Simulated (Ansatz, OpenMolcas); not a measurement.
## Computed against measured: dipole moment

10 molecules; the dipole moment in D, computed less measured. Shapes, held fixed at every level: PBE0-D4/def2-TZVP. No vibrational averaging. Dipoles are compared by magnitude; molecules under 1 D, whose direction can flip, are left out. Programs: Ansatz 0.2.0, OpenMolcas 26.06. Measured values: NIST CCCBDB.

Levels: A = PBE-D4/def2-TZVPP; B = B3LYP/cc-pVDZ; C = PBE0/cc-pVDZ.

```
                    molecule  measured      A      B      C
  AsF3 (arsenic trifluoride)      2.59  -0.32  -0.11  -0.11
  SCl2O2 (sulfuryl chloride)      1.81  -0.18  -0.36  -0.37
  C2F3N (SMILES N#CC(F)(F)F)      1.33  +0.15  -0.01   0.00
   C2H3ClO (acetyl chloride)      2.72  -0.05  -0.07  +0.01
C2H4Cl2 (1,1-dichloroethane)      2.06  -0.10  -0.03  +0.04
      C2H6O (dimethyl ether)      1.30  -0.20  -0.17  -0.13
    C2H6S (dimethyl sulfide)      1.50  +0.01  -0.04  +0.05
    C3H5Cl (SMILES C/C=C/Cl)      1.97  -0.16  -0.12  -0.05
       C2H7N (dimethylamine)      1.03  -0.16  -0.20  -0.16
             C3H6O (acetone)      2.88  -0.02  -0.18  -0.12
```

(1) Sum up the errors.

Results:

(1) 
```csv
level,kind,mean error,mean absolute error,worst case
PBE-D4/def2-TZVPP,GGA,-0.103,0.135,AsF3
B3LYP/cc-pVDZ,global hybrid,-0.129,0.129,SCl2O2
PBE0/cc-pVDZ,global hybrid,-0.084,0.104,SCl2O2
```

On this set PBE0/cc-pVDZ has the smallest mean absolute error and PBE-D4/def2-TZVPP the largest. Without AsF3 the largest would be that of B3LYP/cc-pVDZ. PBE-D4/def2-TZVPP is too low in 8 of 10; B3LYP/cc-pVDZ is too low in 10 of 10. The levels differ in basis as well as in method. The tabulated value of C2F3N is in doubt (older tables, estimates, or at odds with other calculations) and kept here. Over the 9 molecules whose values aren't doubted the mean absolute errors are A 0.133; B 0.142; C 0.116. The smallest two are near a tie. The largest two are near a tie. Relativity is left out for As. The set is small.

The errors are mainly underestimates, but they follow the type of bonding more than the overall averages suggest. Dimethyl ether and dimethylamine come out too low at every level, whereas dimethyl sulfide is nearly right. A probable contribution is the lack of diffuse functions, which restricts the outer lone-pair density on oxygen and nitrogen.

Sulfuryl chloride is a harder test because its S–O and S–Cl bond moments partly oppose each other, so a modest error in either charge shift becomes a large error in the net dipole. The two hybrids miss it almost equally, which suggests a shared limitation, plausibly the compact basis, rather than their particular exchange and correlation terms. In AsF3 the larger GGA shortfall would fit too little charge separation in the polar As–F bonds, though the basis change may also contribute.

PBE0's small average error therefore doesn't establish an accurate density: basis and functional errors may partly cancel, and the advantage need not survive in a larger, diffuse basis.
